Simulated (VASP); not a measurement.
# Si2Mo (I4/mmm) in VASP: single point with r2SCAN

Aim: the single point of Si2Mo with r2SCAN.

Everything below comes from runs of VASP 6.6.1. Logs are shortened: lines on timing, memory, paths and dates and some standing lists are left out, and cuts for length are marked.

## Step 1: Starting point

It takes space group I4/mmm (No. 139, tetragonal). The conventional cell has a = 3.232 Å, b = 3.232 Å, c = 7.941 Å, α = 90.00°, β = 90.00°, γ = 90.00°. Mo (site symmetry 4/mmm) has 10 Si at 2.64 Å as nearest neighbours. Around Si (site symmetry 4mm) lie 5 Si at 2.64 to 2.65 Å and 5 Mo at 2.64 Å.

## Step 2: Single point, r2SCAN, collinear spin, zero start

Input file POSCAR:

```
Si2Mo
1.0
    0.0000000000      0.0000000000      7.9407475500
    3.2324630700      0.0000000000      0.0000000000
    0.0000000000      3.2324630700      0.0000000000
Mo Si
2 4
Direct
    0.0000000000      0.0000000000      0.0000000000
    0.5000000000      0.5000000000      0.5000000000
    0.3330000000      0.0000000000      0.0000000000
    0.8330000000      0.5000000000      0.5000000000
    0.1670000000      0.5000000000      0.5000000000
    0.6670000000      0.0000000000      0.0000000000
```

Input file INCAR.step1:

```
SYSTEM = Si2Mo
PREC = Accurate ; ENCUT = 520
ISMEAR = -1 ; SIGMA = 0.1
LREAL = .False. ; LASPH = .True.
NELM = 150 ; ISPIN = 2
MAGMOM = 0 0 0 0 0 0 ; LMAXMIX = 4
NBANDS = 35 ; GGA = PE
ALGO = Normal ; EDIFF = 1E-4
LWAVE = .True. ; LCHARG = .False.
```

Input file INCAR.step2:

```
SYSTEM = Si2Mo
PREC = Accurate ; ENCUT = 520
EDIFF = 1E-6 ; ISMEAR = -1
SIGMA = 0.1 ; LREAL = .False.
LASPH = .True. ; NELM = 150
ALGO = Normal ; ISIF = 2
LWAVE = .False. ; LCHARG = .False.
ISPIN = 2 ; MAGMOM = 0 0 0 0 0 0
LORBIT = 11 ; LMAXMIX = 4
METAGGA = R2SCAN ; LMIXTAU = .True.
NBANDS = 35 ; ISTART = 1
```

Input file KPOINTS:

```
regular mesh
0
Gamma
  3 7 7
  0 0 0
```

Potentials or basis: VASP PAW PBE potentials, release 64 (Mo_sv, Si).

Launch:

```bash
$ cat potpaw_PBE.64/Mo_sv/POTCAR potpaw_PBE.64/Si/POTCAR > POTCAR
$ cp INCAR.step1 INCAR
$ mpirun -np 1 vasp_std > vasp.out
$ cp INCAR.step2 INCAR
$ mpirun -np 1 vasp_std > vasp.out
```

OUTCAR:

```text
SYSTEM = Si2Mo
   PREC = Accurate
   ENCUT = 520
   EDIFF = 1E-6
   ISMEAR = -1
   LREAL = .False.
   LASPH = .True.
   NELM = 150
   ISIF = 2
   ISPIN = 2
   LORBIT = 11
   METAGGA = R2SCAN
   ISTART = 1

 ion  position               nearest neighbor table
   1  0.000  0.000  0.000-   4 2.64   5 2.64   4 2.64   5 2.64   4 2.64   5 2.64   4 2.64   5 2.64
                             3 2.64   6 2.64
   2  0.500  0.500  0.500-   3 2.64   6 2.64   3 2.64   6 2.64   3 2.64   6 2.64   3 2.64   6 2.64
                             5 2.64   4 2.64
   3  0.333  0.000  0.000-   5 2.64   5 2.64   5 2.64   5 2.64   2 2.64   2 2.64   2 2.64   2 2.64
                             1 2.64   6 2.65
   4  0.833  0.500  0.500-   6 2.64   6 2.64   6 2.64   6 2.64   1 2.64   1 2.64   1 2.64   1 2.64
                             2 2.64   5 2.65
   5  0.167  0.500  0.500-   3 2.64   3 2.64   3 2.64   3 2.64   1 2.64   1 2.64   1 2.64   1 2.64
                             2 2.64   4 2.65
   6  0.667  0.000  0.000-   4 2.64   4 2.64   4 2.64   4 2.64   2 2.64   2 2.64   2 2.64   2 2.64
                             1 2.64   3 2.65

  LATTYP: Found a simple tetragonal cell.
 ALAT       =     3.2324630700
 C/A-ratio  =     2.4565624968

  Lattice vectors:

 A1 = (   3.2324630700,   0.0000000000,   0.0000000000)
 A2 = (   0.0000000000,   3.2324630700,   0.0000000000)
 A3 = (   0.0000000000,   0.0000000000,   7.9407475500)

Analysis of symmetry for initial positions (statically):
=====================================================================
 Subroutine PRICEL returns following result:

  LATTYP: Found a body centered tetragonal cell.
 ALAT       =     3.2324630700
 C/A-ratio  =     2.4565624968

  Lattice vectors:

 A1 = (   1.6162315350,  -1.6162315350,  -3.9703737750)
 A2 = (  -1.6162315350,   1.6162315350,  -3.9703737750)
 A3 = (   1.6162315350,   1.6162315350,   3.9703737750)

   2 primitive cells build up your supercell.

 Routine SETGRP: Setting up the symmetry group for a
 simple tetragonal supercell.

 Subroutine GETGRP returns: Found 16 space group operations
 (whereof 16 operations were pure point group operations)
 out of a pool of 16 trial point group operations.

The static configuration has the point symmetry D_4h.

Analysis of symmetry for dynamics (positions and initial velocities):
=====================================================================
 Subroutine PRICEL returns following result:

  LATTYP: Found a body centered tetragonal cell.
 ALAT       =     3.2324630700
 C/A-ratio  =     2.4565624968

  Lattice vectors:

 A1 = (   1.6162315350,  -1.6162315350,  -3.9703737750)
 A2 = (  -1.6162315350,   1.6162315350,  -3.9703737750)
 A3 = (   1.6162315350,   1.6162315350,   3.9703737750)

   2 primitive cells build up your supercell.

 Routine SETGRP: Setting up the symmetry group for a
 simple tetragonal supercell.

 Subroutine GETGRP returns: Found 16 space group operations
 (whereof 16 operations were pure point group operations)
 out of a pool of 16 trial point group operations.

The dynamic configuration has the point symmetry D_4h.

Analysis of structural, dynamic, and magnetic symmetry:
=====================================================================
 Subroutine PRICEL returns following result:

  LATTYP: Found a body centered tetragonal cell.
 ALAT       =     3.2324630700
 C/A-ratio  =     2.4565624968

  Lattice vectors:

 A1 = (   1.6162315350,  -1.6162315350,  -3.9703737750)
 A2 = (  -1.6162315350,   1.6162315350,  -3.9703737750)
 A3 = (   1.6162315350,   1.6162315350,   3.9703737750)

   2 primitive cells build up your supercell.

 Routine SETGRP: Setting up the symmetry group for a
 simple tetragonal supercell.

 Subroutine GETGRP returns: Found 16 space group operations
 (whereof 16 operations were pure point group operations)
 out of a pool of 16 trial point group operations.

The overall configuration has the point symmetry D_4h.

 Subroutine INISYM returns: Found 16 space group operations
 (whereof 16 operations are pure point group operations),
 and found     2 'primitive' translations

----------------------------------------------------------------------------------------

                                     Primitive cell

  volume of cell :      41.4857

  direct lattice vectors                    reciprocal lattice vectors
     1.616231535 -1.616231535 -3.970373775     0.309361616  0.000000000 -0.125932728
    -1.616231535  1.616231535 -3.970373775     0.000000000  0.309361616 -0.125932728
     1.616231535  1.616231535  3.970373775     0.309361616  0.309361616  0.000000000

  length of vectors
     4.581296395  4.581296395  4.581296395     0.334011469  0.334011469  0.437503393

  position of ions in fractional coordinates (direct lattice)
     0.000000000  0.000000000  0.000000000
     0.667000000  0.667000000  0.000000000
     0.333000000  0.333000000  0.000000000

  ion indices of the primitive-cell ions
   primitive index   ion index
                 1           1
                 2           3
                 3           6

----------------------------------------------------------------------------------------

 KPOINTS: regular mesh

Automatic generation of k-mesh.
 Grid dimensions read from file:
 generate k-points for:    3    7    7

 Generating k-lattice:

  Cartesian coordinates                     Fractional coordinates (reciprocal lattice)
     0.000000000  0.000000000  0.041977576     0.333333333  0.000000000  0.000000000
     0.044194517  0.000000000  0.000000000     0.000000000  0.142857143  0.000000000
     0.000000000  0.044194517  0.000000000     0.000000000  0.000000000  0.142857143

  Length of vectors
     0.041977576  0.044194517  0.044194517

  Shift w.r.t. Gamma in fractional coordinates (k-lattice)
     0.000000000  0.000000000  0.000000000

 Subroutine IBZKPT returns following result:
 ===========================================

 Found     20 irreducible k-points:

 Following reciprocal coordinates:
            Coordinates               Weight
  0.000000  0.000000  0.000000      1.000000
  0.333333  0.000000  0.000000      2.000000
  0.000000  0.142857  0.000000      4.000000
  0.333333  0.142857  0.000000      8.000000
  0.000000  0.285714  0.000000      4.000000
  0.333333  0.285714  0.000000      8.000000
[... 12 lines left out ...]
  0.000000  0.428571  0.428571      4.000000
  0.333333  0.428571  0.428571      8.000000
   k-points           NKPTS =     20   k-points in BZ     NKDIM =     20   number of bands    NBANDS=     35
   number of dos      NEDOS =    301   number of ions     NIONS =      6
   total plane-waves  NPLWV =  34560
   dimension x,y,z NGX =    60 NGY =   24 NGZ =   24
   dimension x,y,z NGXF=   120 NGYF=   48 NGZF=   48
   ions per type =               2   4
   NGX,Y,Z   is equivalent  to a cutoff of  12.56, 12.34, 12.34 a.u.
   NGXF,Y,Z  is equivalent  to a cutoff of  25.12, 24.69, 24.69 a.u.
 SYSTEM =  Si2Mo
   PREC   = accura    normal or accurate (medium, high low for compatibility)
   ISTART =      1    job   : 0-new  1-cont  2-samecut
   ICHARG =      0    charge: 1-file 2-atom 10-const
   ISPIN  =      2    spin polarized calculation?
   LNONCOLLINEAR =      F non collinear calculations
   LSORBIT =      F    spin-orbit coupling
   LASPH  =      T    aspherical Exc in radial PAW
   ENCUT  =  520.0 eV  38.22 Ry    6.18 a.u.  14.76  6.01  6.01*2*pi/ulx,y,z
   NELM   =    150;   NELMIN=  2; NELMDL=  0     # of ELM steps
   EDIFF  = 0.1E-05   stopping-criterion for ELM
   LREAL  =      F    real-space projection
   EDIFFG = 0.1E-04   stopping-criterion for IOM
   NSW    =      0    number of steps for IOM
   IBRION =     -1    ionic relax: 0-MD 1-quasi-New 2-CG
   NFREE  =      0    steps in history (QN), initial steepest desc. (CG)
   ISIF   =      2    stress and relaxation
   ISYM   =      2    0-nonsym 1-usesym 2-fastsym
   POTIM  = 0.5000    time-step for ionic-motion
   TEBEG  =    0.0;   TEEND  =   0.0 temperature during run
   PSTRESS=    0.0 pullay stress
   NELECT =      44.0000    total number of electrons
   NUPDOWN=      -1.0000    fix difference up-down
   EMIN   =  10.00;   EMAX   =-10.00  energy-range for DOS
   EFERMI =   0.00;   METHOD = LEGACY
   ISMEAR =    -1;   SIGMA  =   0.10  broadening in eV -4-tet -1-fermi 0-gaus
   EFERMI_NEDOS =   21; number of points for ismear=-14 and -15
   IALGO  =     38    algorithm
   IMIX   =      4    mixing-type and parameters
     AMIX     =   0.40;   BMIX     =  1.00
     AMIX_MAG =   1.60;   BMIX_MAG =  1.00
  volume/ion in A,a.u.               =      13.83        93.32
  Fermi-wavevector in a.u.,A,eV,Ry     =   1.325103  2.504081 23.890432  1.755897
  Thomas-Fermi vector in A             =   2.454588
   LORBIT       =     11    0 simple, 1 ext, 2 COOP (PROOUT), +10 PAW based schemes
   METAGGA = R2SCAN    functional components
   LHFCALC =     F    Hartree Fock is set to
   AEXX    =    0.0000 exact exchange contribution
   IVDW    =     0    specifies the selected vdW correction
   LEPSILON=     F    determine dielectric tensor
   LRPA    =     F    only Hartree local field effects (RPA)
 spin polarized calculation
  energy-cutoff  :      520.00
  volume of cell :       82.97
 maximum number of plane-waves:      2258
 NGX is ok and might be reduce to    60
   NGX = 29   NGY = 13   NGZ = 13

 number of electron      44.0000004 magnetization      -0.0000008

 number of electron      44.0000004 magnetization       0.0000001

 Free energy of the ion-electron system (eV)
  ---------------------------------------------------
  ext. energy  EPLUGINS =         0.00000000
  ---------------------------------------------------
  free energy    TOTEN  =       -89.97198358 eV

  energy without entropy =      -89.95441410  energy(sigma->0) =      -89.96319884

 E-fermi :  11.6900     XC(G=0): -13.2288

 val. band max:       11.6025687426   @ k =   0.0000   0.1429   0.1429
 cond. band min:      12.2034777626   @ k =   0.0000   0.0000   0.0000
 fundamental gap:      0.6009090201
 Fermi energy:        11.6899930449

 spin component 1

 k-point     1 :       0.0000    0.0000    0.0000
  band No.  band energies     occupation
      1     -50.8796      1.00000
      2     -50.8790      1.00000
      3     -24.3354      1.00000
      4     -24.3112      1.00000
      5     -24.2129      1.00000
      6     -24.2129      1.00000
[... 26 lines left out ...]
     33      17.2085      0.00000
     34      18.1509      0.00000
[... 671 lines left out ...]
      3     -24.4123      1.00000
      4     -24.4108      1.00000
      5     -24.4106      1.00000
      6     -24.4090      1.00000
[... 26 lines left out ...]
     33      18.0195      0.00000
     34      18.0600      0.00000
 Fermi energy:        11.6899930449

 spin component 2

 k-point     1 :       0.0000    0.0000    0.0000
  band No.  band energies     occupation
      1     -50.8796      1.00000
      2     -50.8790      1.00000
      3     -24.3354      1.00000
      4     -24.3112      1.00000
      5     -24.2129      1.00000
      6     -24.2129      1.00000
[... 26 lines left out ...]
     33      17.2085      0.00000
     34      18.1509      0.00000
[... 671 lines left out ...]
      3     -24.4123      1.00000
      4     -24.4108      1.00000
      5     -24.4106      1.00000
      6     -24.4090      1.00000
[... 26 lines left out ...]
     33      18.0195      0.00000
     34      18.0600      0.00000
 [bands above 34 left out]

------------------------ aborting loop because EDIFF is reached ----------------------------------------

  FORCE on cell =-STRESS in cart. coord.  units (eV):
  Direction    XX          YY          ZZ          XY          YZ          ZX
  --------------------------------------------------------------------------------------
  -------------------------------------------------------------------------------------
  Total       -3.1351334     -3.1351334     -4.9342037      0.0000000      0.0000000      0.0000000
  in kB      -60.5393951    -60.5393951    -95.2794243      0.0000000      0.0000000      0.0000000
  external PRESSURE =     -72.1194048 kB  Pullay stress =       0.0000000 kB

 VOLUME and BASIS-vectors are now :
 -----------------------------------------------------------------------------
  energy-cutoff  :      520.00
  volume of cell :       82.97
      direct lattice vectors                 reciprocal lattice vectors
     0.000000000  0.000000000  7.940747550     0.000000000  0.000000000  0.125932728
     3.232463070  0.000000000  0.000000000     0.309361616  0.000000000  0.000000000
     0.000000000  3.232463070  0.000000000     0.000000000  0.309361616  0.000000000

 POSITION                                       TOTAL-FORCE (eV/Angst)
 -----------------------------------------------------------------------------------
      0.00000      0.00000      0.00000         0.000000      0.000000     -0.000000
      1.61623      1.61623      3.97037         0.000000      0.000000     -0.000000
      0.00000      0.00000      2.64427        -0.000000     -0.000000      0.390050
      1.61623      1.61623      6.61464        -0.000000      0.000000      0.390050
      1.61623      1.61623      1.32610         0.000000      0.000000     -0.390050
      0.00000      0.00000      5.29648         0.000000     -0.000000     -0.390050
 -----------------------------------------------------------------------------------
    total drift:                                0.000000      0.000000      0.000000

  FREE ENERGIE OF THE ION-ELECTRON SYSTEM (eV)
  ---------------------------------------------------
  free  energy   TOTEN  =       -89.9719835751 eV

  energy  without entropy=      -89.9544141012  energy(sigma->0) =      -89.96319884

 total charge

# of ion       s       p       d       tot
------------------------------------------
    1        2.271   6.199   4.096  12.566
    2        2.271   6.199   4.096  12.566
    3        0.730   0.870   0.000   1.600
    4        0.730   0.870   0.000   1.600
    5        0.730   0.870   0.000   1.600
    6        0.730   0.870   0.000   1.600
--------------------------------------------------
tot          7.461  15.880   8.191  31.532

 magnetization (x)

# of ion       s       p       d       tot
------------------------------------------
    1       -0.000  -0.000  -0.000  -0.000
    2       -0.000  -0.000  -0.000  -0.000
    3        0.000   0.000   0.000   0.000
    4        0.000   0.000   0.000   0.000
    5        0.000   0.000   0.000   0.000
    6        0.000   0.000   0.000   0.000
--------------------------------------------------
tot          0.000   0.000  -0.000  -0.000
```

Wall time 3.2 min (1 thread of Intel Xeon Platinum 8259CL at 2.50GHz (Skylake/Cascade Lake), shared host); peak memory 0.27 GiB.

What came out:

```
Free energy                                           : -89.9720 eV
Pressure                                              : -7.2 GPa
Largest force                                         : 0.390 eV/Å
Band gap on the k mesh                                : none (metal or under the smearing width)
Net moment                                            : 0.00 μB per cell
Valence electrons inside the program's atomic spheres : Mo 12.57; Si 1.60
```

Forces on the atoms (eV/Å):
```
Mo   0.000  0.000  0.000
Mo   0.000  0.000  0.000
Si   0.000  0.000  0.390
Si   0.000  0.000  0.390
Si   0.000  0.000 -0.390
Si   0.000  0.000 -0.390
```

Caveat: the PAW data sets were made with another functional, which shifts forces and pressure a little.
